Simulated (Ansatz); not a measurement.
**C_N in GaN (P6_3mc): convergence with the plane-wave cutoff**

Aim: the (0/−1) level of C_N in GaN (P6_3mc) as a function of the plane-wave cutoff, with the cost of each choice. The model is a cell of 72 host atoms with 1 N taken out and 1 C put in; the atoms are relaxed once and then held.

Method: plane-wave PAW DFT; relaxations with PBEsol, then single points with PBEsol, on supercells at fixed charge in a uniform background, in Ansatz 0.2.0.

This is a report of a sequence of runs, with most program output left out.

### Step 1. Set-up

The cell holds 72 atoms: 36 Ga, 35 N and 1 C. Its edges and angles: a = 9.549 Å, b = 9.549 Å, c = 10.371 Å, α = 90.0°, β = 90.0°, γ = 120.0°. It derives from GaN (space group P6_3mc). Nearest the centre at fractional (0.556, 0.444, 0.438): C35 at 0.00 Å, Ga58 at 1.95 Å, Ga26 at 1.95 Å, Ga34 at 1.95 Å, Ga33 at 1.95 Å, N28 at 3.18 Å, N32 at 3.18 Å, N60 at 3.18 Å. The cell carries charge −1.

Structure file:

The host's dielectric constants go in as inputs: (5.83, 5.83, 6.02) for the electrons alone, (10.10, 10.10, 11.18) with the ions, computed on the host (DFPT, PBEsol).

The cell's shortest repeat is 9.5 Å.

### Step 2. Relaxing both charge states, PBEsol

The study needs fixed structures, so each charge is relaxed once, at one point at (¼, ¼, ¼), from small random displacements that break the symmetry of the site.

Contents of qm1.relax/input.yaml:

```yaml
crystal:
  lattice:
    - [3.18286191, 0.0, 0.0]
    - [-1.59143095, 2.75643927, 0.0]
    - [0.0, 0.0, 5.18546213]
  atoms:
    - { symbol: Ga, position: [0.666667, 0.333333, 0.499179] }
    - { symbol: Ga, position: [0.333333, 0.666667, 0.999179] }
    - { symbol: "N", position: [0.666667, 0.333333, 0.875821] }
    - { symbol: "N", position: [0.333333, 0.666667, 0.375821] }
  supercell: [3, 3, 2]
  defects: [{ substitution: { at: 34, symbol: C } }]
total_charge: -1
basis:
  ecutwfc: 420
  xc_grid: 2
hamiltonian:
  xc: pbesol
  pseudopotentials: { kind: paw, azcp: { folder: soft_1 }, xc_functional: pbe }
kpoints:
  mp_grid: { grid: [1, 1, 1], shift: [0.25, 0.25, 0.25] }
scf:
  occupations: { method: fixed }
  max_iter: 80
output:
  forces: true
  charged_corrections:
    epsilon: [5.83, 5.83, 6.02]
    static_epsilon: [10.1, 10.1, 11.18]
    defect_position: [0.555556, 0.444444, 0.43791]
relax:
  f_tol: 0.015
  max_steps: 60
  random_displacement: { amplitude: 0.04, seed: 4141 }
checkpoint:
  write: "../qm1.relax.run"
  compress: false
  write_wavefunctions: true
  write_every: 100000
```

Started as:

```sh
$ ansatz run input.yaml --threads 32 --pin off --max-ram 84787MiB --backend cuda --events-out ev --progress --plain --runs-dir out --max-vram 78GiB
```

Elapsed: 5.3 s, on 1 × NVIDIA GB200 with 32 threads of Arm Neoverse V2, shared host; peak memory 1.5 GiB; 16 s of CPU time.

Relaxation path:

```
step  energy less that of the first step (eV)  largest force component (eV/Å)
   1                                   0.0000                          1.6765
   2                                  -0.9003                          0.6622
   3                                  -1.2310                          0.0178
   4                                  -1.2310                          0.0178
   5                                  -1.2307                          0.0435
   6                                  -1.2314                          0.0050
```

Relaxation step 5 was tried and not accepted.

The atoms that moved most (Å, from the sites as typed, ahead of the random displacement, the mean shift of all atoms taken out):

| atom | dx | dy | dz | length |
| --- | --- | --- | --- | --- |
| N60 | 0.013 | 0.003 | -0.033 | 0.035 |
| N28 | 0.004 | -0.012 | -0.032 | 0.035 |
| N36 | -0.006 | 0.004 | -0.032 | 0.033 |
| N32 | 0.003 | -0.020 | 0.022 | 0.030 |
| N64 | 0.019 | 0.007 | 0.022 | 0.029 |
| Ga37 | 0.003 | -0.002 | -0.029 | 0.029 |
| Ga26 | -0.001 | 0.028 | -0.004 | 0.028 |
| Ga58 | -0.024 | -0.013 | -0.005 | 0.028 |

Neighbours of C35 at the end:

```csv
atom,distance (Å)
Ga34,1.920
Ga26,1.921
Ga58,1.922
Ga33,1.931
N3,3.199
N67,3.199
N11,3.199
N43,3.199
N40,3.201
N27,3.203
N59,3.204
Ga37,3.204
N36,3.204
N64,3.209
N32,3.209
N28,3.213
```

```
charge  moment set (μB)  steps  largest displacement (Å)   time
    −1                0      6                      0.04  5.3 s
     0                1      8                      0.04  7.3 s
```

The relaxation ends 17 meV an atom lower than the displaced start, with a largest force component of 0.0050 eV/Å.

### Step 3. First setting: 250 eV

Total energies converge slowly with the cutoff, but a level is a difference between cells with the same atoms, so much of the error should cancel. The host is run again at each cutoff. The single points sample a 2×2×2 shifted mesh.

Contents of qm1.e250/input.yaml:

```yaml
crystal:
  checkpoint: "../qm1.relax.run"
  host: checkpoint
total_charge: -1
basis:
  ecutwfc: 250
  xc_grid: 2
hamiltonian:
  xc: pbesol
  pseudopotentials: { kind: paw, azcp: { folder: soft_1 }, xc_functional: pbe }
kpoints:
  mp_grid: { grid: [2, 2, 2], shift: [0.5, 0.5, 0.5] }
scf:
  occupations: { method: fixed }
  max_iter: 80
output:
  forces: true
  charged_corrections:
    epsilon: [5.83, 5.83, 6.02]
    static_epsilon: [10.1, 10.1, 11.18]
    defect_position: [0.555556, 0.444444, 0.43791]
  eigenvalues: true
checkpoint:
  write: "../qm1.e250.run"
  compress: false
  write_wavefunctions: false
  write_every: 100000
```

Elapsed: 1.9 s, on 1 × NVIDIA GB200 with 32 threads; peak memory 1.2 GiB; 5.4 s of CPU time.

Both charges and the host at this setting go to place-levels, which corrects for the image charge and aligns the potentials.

Contents of levels.e250.yaml:

```yaml
host:
  run: host.e250.run
states: [qm1.e250.run, q0_M1.e250.run]
geometry_from:
  qm1.e250.run: qm1.relax.run
  q0_M1.e250.run: q0_M1.relax.run
  host.e250.run: host.relax.run
```

Started as:

```sh
$ ansatz place-levels levels.e250.yaml -- --threads 32 --pin off --max-ram 84787MiB
```

It took 0.18 s on 32 threads.

At this setting the gap is 1.645 eV and (0/−1) lies 0.256 eV above the valence top.

### Step 4. The other settings

In the defect's inputs only the studied keys change. The next input; the others follow the same pattern (350 eV, 420 eV, 500 eV, 600 eV and 750 eV):

qm1.e300/input.yaml, as its differences from qm1.e250/input.yaml of step 3:

```diff
@@ -5,3 +5,3 @@
 basis:
-  ecutwfc: 250
+  ecutwfc: 300
   xc_grid: 2
@@ -23,3 +23,3 @@
 checkpoint:
-  write: "../qm1.e250.run"
+  write: "../qm1.e300.run"
   compress: false
```

### Step 5. Result against cost

Times of the states on 1 × NVIDIA GB200 with 32 threads of Arm Neoverse V2, shared host; the host is run again at each setting:

| plane-wave cutoff | gap (eV) | (0/−1) above the valence top (eV) | under the conduction bottom (eV) | level less that at 750 eV (meV) | time, both charge states | time, host and placing | peak memory of a state (GiB) |
| --- | --- | --- | --- | --- | --- | --- | --- |
| 250 eV | 1.645 | 0.256 | 1.389 | -55 | 4.7 s | 10 s | 1.3 |
| 300 eV | 1.850 | 0.312 | 1.539 | 1 | 5.5 s | 2.4 s | 1.5 |
| 350 eV | 1.871 | 0.312 | 1.559 | 1 | 5.7 s | 2.6 s | 1.4 |
| 420 eV | 1.877 | 0.311 | 1.566 | 0 | 6.1 s | 13 s | 1.4 |
| 500 eV | 1.878 | 0.311 | 1.567 | 0 | 6.8 s | 2.3 s | 1.5 |
| 600 eV | 1.878 | 0.311 | 1.567 | 0 | 7.4 s | 16 s | 1.7 |
| 750 eV | 1.878 | 0.311 | 1.567 | 0 | 8.4 s | 2.8 s | 1.7 |

### Step 6. Results

```yaml
0_minus_1_level_250_ev: 0.26 eV
0_minus_1_level_300_ev: 0.31 eV
0_minus_1_level_350_ev: 0.31 eV
0_minus_1_level_420_ev: 0.31 eV
0_minus_1_level_500_ev: 0.31 eV
0_minus_1_level_600_ev: 0.31 eV
0_minus_1_level_750_ev: 0.31 eV
```

In words: Over the settings in the table the level spans 0.056 eV; from 350 eV on, both the level and its depth under the conduction bottom lie within 0.02 eV of the reference (750 eV, 0.31 eV). The gap is off most at 250 eV, which moves it by 0.23 eV, and the level's depth under the conduction bottom by 0.18 eV. The largest miss of the level above the valence top is 55 meV, with 250 eV. The total energy of the charged cell falls by 60.5 eV over the same range, so nearly all of the basis error cancels in the level. A reference run passed through metallic iterates and ends with a narrow gap at the filling edge, so the reference itself is in doubt. Cell and atoms were held and forces were not judged; the files' recommended cutoff is 420 eV. Only the charges −1 and 0 were run, each from one start, so (0/−1) need not be a change between stable states. The host ran in cells of different size at different settings, so its times don't compare. At 250 eV a state has next to no gap at its filling edge, or overlapping levels, which makes the level less certain. Limits: PBEsol makes the gap too small and tends to spread out bound carriers; force components of up to 0.48 eV/Å remain in a run at the final settings.

[Logs are printed without paths, hosts, clocks, repeated set-up lines and the standing remarks that a program may print on its own settings, such as how far it seeks lower states.]

[Hosts, paths, dates, database ids (printed as entryN), source tags and the programs' standing remarks are cut or masked in the printed files.]

[Where a table of states has a column of steps, it counts the stored structures, which are thinned; the runs took as many ionic steps or more.]

[For some hosts the program warned that the k-mesh of the response run may be too coarse for force constants and the static dielectric constant; such warnings are not shown here.]
